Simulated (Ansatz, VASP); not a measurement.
## Ru in VASP and in Ansatz

```
Ru
1.0
     2.80270    0.00000    0.00000
    -1.40135    2.42721    0.00000
     0.00000    0.00000    4.25238
Ru
2
Direct
  0.33333 0.66667 0.25000
  0.66667 0.33333 0.75000
```

Alike in both runs: task single point; functional PBEsol; k mesh 18 × 18 × 10; occupations gaussian, width 0.15 eV; no spin polarisation.

|  | VASP | Ansatz |
| --- | --- | --- |
| version | VASP 6.6.1 | Ansatz 0.2.0 |
| potentials or method | VASP PAW PBE potentials, release 64 (Ru_pv) | scalar-relativistic, plane waves, PAW |
| plane-wave cutoff (eV) | 520 | 420 |
| valence electrons in the cell | 28 | 32 |

```tsv
	VASP	Ansatz	Ansatz less VASP
gap on the k mesh at the Fermi level (eV)	none	none	-
pressure (GPa)	-22.6	-22.4	+0.13
largest component of the traceless stress (GPa)	8.58	8.59	+0.015
```

A gap of «none» marks a metal or a gap that the smearing closes. The two sets of potentials don't hold the same shells in valence. Ansatz warned: «pseudo_functional_mismatch».

Caveats: so large a pressure means that the cell lies far from this level's equilibrium, or that cutoff or potentials fall short (VASP); the potentials were made for another functional, which shifts forces and pressure (VASP).
